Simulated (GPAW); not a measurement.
The system is Bi.

```xyz
2
Lattice="2.2675 1.3091 3.9380 -2.2675 1.3091 3.9380 0.0000 -2.6183 3.9380" Properties=species:S:1:pos:R:3 pbc="T T T"
Bi    0.0000    0.0000    9.0495
Bi    0.0000    0.0000    2.7645
```

Base run:

| Property | Result |
| --- | --- |
| Program | GPAW 26.7.0 |
| Functional | LDA |
| Potentials or basis | the program's PAW data sets (release 1.2.1) made for this functional |
| Cutoff | 600 eV |
| Basis | pw |
| k mesh | 7 × 7 × 7 |
| Occupations | gaussian, width 0.02 eV |
| Spin | no spin polarisation |

Its results: band gap on the k mesh 0.27 eV, indirect (least direct gap 0.53 eV); pressure -1.7 GPa; largest force 0.033 eV/Å.

Question: The run is repeated on the same cell with these changes: functional from LDA to PBEsol; potentials or basis from the program's PAW data sets (release 1.2.1) made for this functional to PAW data sets generated in the run's folder for this functional. What comes out?

Answer: Band gap on the k mesh 0.27 eV, indirect (least direct gap 0.53 eV); pressure -0.4 GPa; largest force 0.123 eV/Å.

Caveats: spin-orbit coupling is left out, which as a rule narrows the gap of such compounds by several tenths of an eV; an odd mesh through Γ misses points on the zone boundary, where band edges often lie.
